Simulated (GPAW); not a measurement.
# Mg (Im-3m) in GPAW: notebook, part 2 of 2

GPAW 26.7.0.

### 4 G0W0 quasiparticle levels, PBE

run.py reads:

```python
import json
import numpy as np
from ase.dft.bandgap import bandgap
from ase.io import read, write
from gpaw import GPAW, PW
from gpaw.response.g0w0 import G0W0

atoms = read('Mg.xyz')

calc = GPAW(mode=PW(550),
            xc='PBE',
            kpts={'size': (5, 5, 5), 'gamma': True},
            occupations={'name': 'fermi-dirac', 'width': 0.05},
            setups={'Mg': '2'},
            nbands=-7,
            convergence={'density': 1e-06},
            maxiter=150,
            txt='gpaw.txt')
atoms.calc = calc
energy = atoms.get_potential_energy()
calc.write('gs.gpw')
write('result.traj', atoms)
print(f'Energy: {energy:.6f} eV')
print('Fermi level:', round(calc.get_fermi_level(), 4), 'eV')
print(f'Gap: {bandgap(calc)[0]:.4f} eV, direct: {bandgap(calc, direct=True)[0]:.4f} eV')

calc.diagonalize_full_hamiltonian(nbands=96)
calc.write('full.gpw', mode='all')

ibz = calc.get_ibz_k_points()
gamma = int(np.abs(ibz).sum(1).argmin())
kpts = [gamma]
gw = G0W0(calc='full.gpw',
          filename='gw',
          ecut=150,
          ecut_extrapolation=False,
          kpts=kpts,
          integrate_gamma='WS',
          bands=(0, 2),
          nbands=92,
          frequencies={'type': 'nonlinear', 'domega0': 0.1, 'omega2': 10},
          eta=0.1,
          xc='rALDA',
          fxc_mode='GWG',
          do_GW_too=True)
gw.calculate()
results = {mode: {key: np.asarray(r[key]).tolist() for key in ['f', 'eps', 'vxc', 'exx', 'sigma', 'Z', 'qp', 'sigma_eskn']}
           for mode, r in gw.all_results.items()}
json.dump({'kpts': ibz[kpts].tolist(), 'results': results}, open('gw.json', 'w'))
for mode, r in results.items():
    f, qp = np.array(r['f']), np.array(r['qp'])
    print(mode, 'quasiparticle energies (eV):')
    print(qp.round(3))
```

Mg.xyz reads:

```xyz
1
Lattice="-1.7727644967 1.7727644967 1.7727644967 1.7727644967 -1.7727644967 1.7727644967 1.7727644967 1.7727644967 -1.7727644967" Properties=species:S:1:pos:R:3 pbc="T T T"
Mg     0.0000000000      0.0000000000      0.0000000000
```

Potentials or basis: GPAW PAW data sets (gpaw-data 1.2.1), other valence, pw.

Launch:

```console
OMP_NUM_THREADS=1 python run.py
```

gpaw.txt:

```text
__  _  _
 | _ |_)|_||  |
 |__||  | ||/\| - 26.7.0

Input parameters:
  mode=PW(ecut=550.0),
  convergence={'density': 1e-06},
  kpts=MonkhorstPack(size=(5, 5, 5), gamma=True),
  maxiter=150,
  nbands=-7,
  occupations=Occupations(name='fermi-dirac', width=0.05),
  setups={'Mg': '2'},
  xc=XC(name='PBE')

Diagonalizing LCAO Hamiltonian
Converting LCAO to pw mode

       Mg

Atoms  # Å, Bohr magnetons
|   | symbol |        x |        y |        z |    initial magnetic moments |
|---|--------|----------|----------|----------|-----------------------------|
| 0 |     Mg | 0.000000 | 0.000000 | 0.000000 | ( 0.0000,  0.0000,  0.0000) |

Unit cell  # Å
| periodic |         x |         y |         z |  lengths |     angles |
|----------|-----------|-----------|-----------|----------|------------|
|      yes | -1.772764 |  1.772764 |  1.772764 | 3.070518 | 109.471221 |
|      yes |  1.772764 | -1.772764 |  1.772764 | 3.070518 | 109.471221 |
|      yes |  1.772764 |  1.772764 | -1.772764 | 3.070518 | 109.471221 |

Number of symmetries: 48
Symmetry operations  # r_c * U_cc + t_c -> r_c
|    | kind |            matrix            |
|----|------|------------------------------|
|  0 |  σ   |  1, 1, 1,  0, 0,-1,  0,-1, 0 |
|  1 |  C4  |  1, 1, 1,  0, 0,-1, -1, 0, 0 |
|  2 |  C2  |  1, 1, 1,  0,-1, 0,  0, 0,-1 |
|  3 |  S6  |  1, 1, 1,  0,-1, 0, -1, 0, 0 |
|  4 |  S6  |  1, 1, 1, -1, 0, 0,  0, 0,-1 |
|  5 |  C4  |  1, 1, 1, -1, 0, 0,  0,-1, 0 |
|  6 |  E   |  1, 0, 0,  0, 1, 0,  0, 0, 1 |
|  7 |  σ   |  1, 0, 0,  0, 1, 0, -1,-1,-1 |
|  8 |  σ   |  1, 0, 0,  0, 0, 1,  0, 1, 0 |
|  9 |  C3  |  1, 0, 0,  0, 0, 1, -1,-1,-1 |
| 10 |  C3  |  1, 0, 0, -1,-1,-1,  0, 1, 0 |
| 11 |  σ   |  1, 0, 0, -1,-1,-1,  0, 0, 1 |
| 12 |  σ   |  0, 1, 0,  1, 0, 0,  0, 0, 1 |
| 13 |  C2  |  0, 1, 0,  1, 0, 0, -1,-1,-1 |
| 14 |  C3  |  0, 1, 0,  0, 0, 1,  1, 0, 0 |
| 15 |  S4  |  0, 1, 0,  0, 0, 1, -1,-1,-1 |
| 16 |  S4  |  0, 1, 0, -1,-1,-1,  1, 0, 0 |
| 17 |  C3  |  0, 1, 0, -1,-1,-1,  0, 0, 1 |
| 18 |  C3  |  0, 0, 1,  1, 0, 0,  0, 1, 0 |
| 19 |  S4  |  0, 0, 1,  1, 0, 0, -1,-1,-1 |
| 20 |  σ   |  0, 0, 1,  0, 1, 0,  1, 0, 0 |
| 21 |  C3  |  0, 0, 1,  0, 1, 0, -1,-1,-1 |
| 22 |  C2  |  0, 0, 1, -1,-1,-1,  1, 0, 0 |
| 23 |  S4  |  0, 0, 1, -1,-1,-1,  0, 1, 0 |
| 24 |  C4  |  0, 0,-1,  1, 1, 1,  0,-1, 0 |
| 25 |  σ   |  0, 0,-1,  1, 1, 1, -1, 0, 0 |
| 26 |  S6  |  0, 0,-1,  0,-1, 0,  1, 1, 1 |
| 27 |  C2  |  0, 0,-1,  0,-1, 0, -1, 0, 0 |
| 28 |  C4  |  0, 0,-1, -1, 0, 0,  1, 1, 1 |
| 29 |  S6  |  0, 0,-1, -1, 0, 0,  0,-1, 0 |
| 30 |  S6  |  0,-1, 0,  1, 1, 1,  0, 0,-1 |
| 31 |  C4  |  0,-1, 0,  1, 1, 1, -1, 0, 0 |
| 32 |  C4  |  0,-1, 0,  0, 0,-1,  1, 1, 1 |
| 33 |  S6  |  0,-1, 0,  0, 0,-1, -1, 0, 0 |
| 34 |  σ   |  0,-1, 0, -1, 0, 0,  1, 1, 1 |
| 35 |  C2  |  0,-1, 0, -1, 0, 0,  0, 0,-1 |
| 36 |  C2  | -1, 0, 0,  1, 1, 1,  0, 0,-1 |
| 37 |  S6  | -1, 0, 0,  1, 1, 1,  0,-1, 0 |
| 38 |  S6  | -1, 0, 0,  0, 0,-1,  1, 1, 1 |
| 39 |  C2  | -1, 0, 0,  0, 0,-1,  0,-1, 0 |
| 40 |  C2  | -1, 0, 0,  0,-1, 0,  1, 1, 1 |
| 41 |  i   | -1, 0, 0,  0,-1, 0,  0, 0,-1 |
| 42 |  S4  | -1,-1,-1,  1, 0, 0,  0, 1, 0 |
| 43 |  C3  | -1,-1,-1,  1, 0, 0,  0, 0, 1 |
| 44 |  C3  | -1,-1,-1,  0, 1, 0,  1, 0, 0 |
| 45 |  σ   | -1,-1,-1,  0, 1, 0,  0, 0, 1 |
| 46 |  S4  | -1,-1,-1,  0, 0, 1,  1, 0, 0 |
| 47 |  C2  | -1,-1,-1,  0, 0, 1,  0, 1, 0 |

BZ-sampling:
  Number of BZ points: 125
  Number of IBZ points: 10

  Monkhorst-Pack size: [5, 5, 5]
  Monkhorst-Pack shift: [0, 0, 0]

K-points  # in reciprocal-cell coordinates
|   |                                coordinates |     weight |
|---|--------------------------------------------|------------|
| 0 | (  0.00000000,   0.00000000,   0.00000000) | 0.00800000 |
| 1 | (  0.20000000,   0.00000000,   0.00000000) | 0.09600000 |
| 2 | (  0.20000000,   0.20000000,  -0.20000000) | 0.04800000 |
| 3 | (  0.40000000,   0.00000000,  -0.20000000) | 0.19200000 |
| 4 | (  0.40000000,   0.00000000,   0.00000000) | 0.09600000 |
| 5 | (  0.40000000,   0.20000000,  -0.20000000) | 0.19200000 |
| 6 | (  0.40000000,   0.20000000,   0.20000000) | 0.06400000 |
| 7 | (  0.40000000,   0.40000000,  -0.40000000) | 0.04800000 |
| 8 | (  0.40000000,   0.40000000,   0.20000000) | 0.19200000 |
| 9 | (  0.40000000,   0.40000000,   0.40000000) | 0.06400000 |

Plane wave coefficients: 658
Cutoff: 550.0 eV

Spin-components: 1 (collinear spins)
Bands:           8
Projectors:      3
Spin-degeneracy: 2
Datatype:        complex128

Density:
  Valence electrons: 2.0
  Components: 1
  Grid points: [18 18 18]
  Charge: 0.0  # |e|

Potential:
  Grid points: [18 18 18]

species:
  Mg:
    name:    Magnesium
    Z:       12.0
    valence: 2
    core:    10
    charge:  0.0  # [|e|]
    compensation charges:
      type: gauss
      rc: 0.32  # [Å]
      lmax: 2
    cutoffs:
      filter: 1.86  # [Å]
      core: 2.86  # [Å]
    projectors
    | kind |    occ | energy [eV] | rcut [Å] |
    |------|--------|-------------|----------|
    |   3s |  2.000 |      -4.705 |    1.005 |
    |   3p |  0.000 |      -1.330 |    1.058 |
    |    s |        |      22.506 |    1.005 |

    Using partial waves for Mg as LCAO basis

Reference energy: -5449.644878  # eV

eigensolver:
  PPCG
  Converge bands: occupied
  niter=2

density mixing:
  MSR1-Mixer
  Pratt-step length: 0.05
  Maximum mixing coefficient: 0.75
  Old densities: 10
  SVD Regularization: 0.005
  Good broyden scale: 1.0
  Trust region scale: 1.0
  Backstep threshold: 4.0
  History deletion threshold: 6.0
  Fourier metric: weight=20.0, sigma=0.015

occupation numbers:
  Fermi-Dirac:
    width: 0.0500  # eV

poisson solver:
  ecut: 4400.0  # eV

xc functional:
  name: PBE with 2 nearest neighbor stencil

convergence criteria:
- Maximum integral of absolute [dens]ity change: 1e-06 electrons / valence electron
- Maximum [total energy] change in last 3 cyles: 0.0005 eV / valence electron
- Maximum integral of absolute [eigenst]ate change: 4e-08 eV^2 / valence electron
maximum number of iterations: 150

SCF iterations
|iter     | |      energy | eigst |  dens |
|---------|-|-------------|-------|-------|
|iter:   1| |   -1.416991 | -0.49 |       |
|iter:   2| |   -1.416295 | -3.84 | -0.85 |
|iter:   3| |   -1.408341 | -3.88 | -0.88 |
|iter:   4| |   -1.407508 | -4.59 | -1.41 |
|iter:   5| |   -1.407507c| -6.99 | -3.64 |
|iter:   6| |   -1.407507c| -7.98c| -4.14 |
|iter:   7| |   -1.407507c| -9.68c| -5.31 |
|iter:   8| |   -1.407507c|-10.06c| -5.77 |
|iter:   9| |   -1.407507c|-11.30c| -7.38c|

Converged in 9 steps
Energy contributions relative to reference atoms: (reference = -5449.644878)

Energy contributions:
  Kinetic:           1.617303
  Coulomb:           0.046685
  Zero:             -0.001241
  External:          0.000000
  Xc:               -3.063733
  Entropy:          -0.013043
  Spinorbit:         0.000000
  ----------------------------
  Free energy:      -1.414028
  Extrapolated:     -1.407507

dipole moment: (-2.558986, -2.558986, -2.558986)  # |e|*Ang

Fermi level: 3.601
Eigenvalues  # (at kpt = [0.000, 0.000, 0.000])
| band index |      eig [eV] | occ [0-2] |
|------------|---------------|-----------|
|          0 |        -3.306 |     2.000 |
|          1 |        17.692 |     0.000 |
|          2 |        17.692 |     0.000 |
|          3 |        17.693 |     0.000 |
|          4 |        18.939 |     0.000 |
|          5 |        18.939 |     0.000 |
|          6 |        18.939 |     0.000 |
|          7 |        19.549 |     0.000 |

No gap
No difference between direct/indirect transitions
# Writing to gs.gpw (mode='')

Matrix size: 658x658
# Writing to full.gpw (mode='all')
```

Wall time 96 s (1 thread of Arm Neoverse V2, shared host); peak memory 0.47 GiB.

Results:

* Free energy: -1.4140 eV
* Band gap on the k mesh: none (metal or under the smearing width)

Levels at points of the mesh, in eV from the Fermi level:
```csv
k point,band 1,band 2,band 3,band 4
"(0.00, 0.00, 0.00)",-6.91,14.09,14.09,14.09
```

Caveat: the k mesh is coarse (spacing up to 0.50 Å⁻¹), so the values aren't converged; G0W0 is unreliable with partly filled bands; the long-wavelength limit can be off by a per cent or two.
